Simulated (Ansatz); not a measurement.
Base system: Sb₂Te₃ in the Bi2Te3 type structure (space group R-3m, No. 166; a = 4.276 Å, c = 29.826 Å (hexagonal axes)). Axes: x lies along a and z along c of the hexagonal cell.

(Cell as relaxed with PBE-D3(BJ).)

Levels (all Ansatz, a quantum-chemistry and plane-wave program, PAW, earlier PAW set): PBE-D3(BJ) (420 eV, without spin-orbit coupling); r2SCAN+rVV10 (500 eV, scalar-relativistic without spin-orbit coupling).

Each level relaxes its own structure.

| base | PBE-D3(BJ) | r2SCAN+rVV10 |
|---|---|---|
| volume per atom | 31.49 Å³ | 32.82 Å³ |
| lattice parameter a | 8.081 bohr | 8.101 bohr |

Perturbation: strain tensor (xx, yy, zz, yz, xz, xy) = (−0.35, +0.20, −2.14, −0.36, +0.25, −0.29) %, atoms relaxed at fixed cell.

```csv
quantity,PBE-D3(BJ),r2SCAN+rVV10
"pressure (mean of the normal stresses, compression positive)",1.00 GPa,(withheld)
largest internal atomic displacement,0.043 Å,(withheld)
energy relative to the base (free energy F),+3.4 meV/atom,(withheld)
```

Q: Predict the r2SCAN+rVV10 column.

A: 
- pressure (mean of the normal stresses, compression positive), r2SCAN+rVV10: 0.69 GPa
- largest internal atomic displacement, r2SCAN+rVV10: 0.060 Å
- energy relative to the base (free energy F), r2SCAN+rVV10: +2.3 meV/atom

PBE-D3(BJ)'s pressure lies 0.31 GPa above r2SCAN+rVV10's; PBE-D3(BJ)'s largest internal atomic displacement lies 0.017 Å below r2SCAN+rVV10's; PBE-D3(BJ)'s energy relative to the base lies 1.1 meV/atom above r2SCAN+rVV10's. Neither level is exact; r2SCAN+rVV10 is the comparison here, not a measurement.

No phonon test of stability was made.
